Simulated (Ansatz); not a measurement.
Crystal: BaH2.

```
CELL_PARAMETERS angstrom
4.46203 0.00000 0.00000
-2.23101 3.86423 0.00000
0.00000 0.00000 6.05529
ATOMIC_POSITIONS crystal
Ba 0.33333 0.66667 0.25000
Ba 0.66667 0.33333 0.75000
H 0.00000 0.00000 0.00000
H 0.00000 0.00000 0.50000
H 0.66667 0.33333 0.25000
H 0.33333 0.66667 0.75000
```

The cell comes from a database or a generator and needn't be the stable form of this composition.

Base run:

* Program: Ansatz 0.2.0
* Functional: LDA
* Potentials or basis: Ansatz PAW
* Cutoff: 420 eV
* Density cutoff: 1680 eV
* k mesh: 6 × 6 × 4
* Occupations: fixed
* Spin: no spin polarisation

Its results: band gap on the k mesh 1.45 eV, indirect (least direct gap 2.55 eV).

Question: After a change of settings the same cell gave: band gap on the k mesh 3.32 eV, indirect (least direct gap 4.42 eV). Which change was it?
A. functional from LDA to r2SCAN; cutoff from 420 eV to 500 eV; density cutoff from 1680 eV to 2000 eV; level from lda to r2scan
B. functional from LDA to HSE06; level from lda to hse06
C. functional from LDA to PBE0; level from lda to pbe0
D. k mesh from 6 × 6 × 4 to 7 × 7 × 5; occupations from fixed to fermi-dirac, width 0.05 eV; potential files from those of the base run to others of the same set

Answer: C.

Caveats: spin-orbit coupling is left out, which moves the levels of the heavy elements.

Not every run made on this cell is shown here.
